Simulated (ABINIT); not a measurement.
Input of an ABINIT 10.8.3 (patched build) run:

Contents of run.abi:

```
pp_dirpath "./"
pseudos "In.upf, As.upf"

acell 8.0655335175 8.0655335175 8.0655335175
rprim
     0.0000000000     0.7071067812     0.7071067812
     0.7071067812     0.0000000000     0.7071067812
     0.7071067812     0.7071067812     0.0000000000
ntypat 2
znucl 49 33
natom 2
typat 1 2
xcart
     0.0000000000     0.0000000000     0.0000000000
     4.5270000000     4.5270000000     4.5270000000 Angstrom

ecut 38.0

kptopt 1
ngkpt 6 6 6
nshiftk 1
shiftk 0.0 0.0 0.0

ixc -116133

nband 18
occopt 3
tsmear 0.00183747

nstep 100
tolvrs 1.0e-10

iomode 3
prtwf 0
prtden 0
prteig 0
prtebands 0
enunit 1
prtvol 2
```

Potentials or basis: PseudoDojo NC SR PBEsol v0.4.1 standard.

Run with:

```console
$ abinit run.abi > log 2>&1
```

Problem. What does it give for the band gap on the k mesh?

Solution. None (metal or under the smearing width).

Problem. What does it give for the pressure?

Solution. 1.0 GPa.

Caveat: this crystal is a semiconductor, whose small gap the functional closes, so the metal is an error of the method.

**Experimental background.**

From a printed reference work, data compilation, for a bulk crystal of InAs at 4.2 K: band gap 0.418 eV (direct).

Measured gap of InAs: 0.418 eV (direct; 4.2 K; a printed reference work, data compilation). This calculation gives 0.00 eV (-0.42 eV). Spin-orbit coupling on As, In is left out. The value is that of PBEsol on a finite k mesh, which can miss the band edges, without temperature or zero-point motion. Semilocal functionals fall short of measured gaps as a rule.
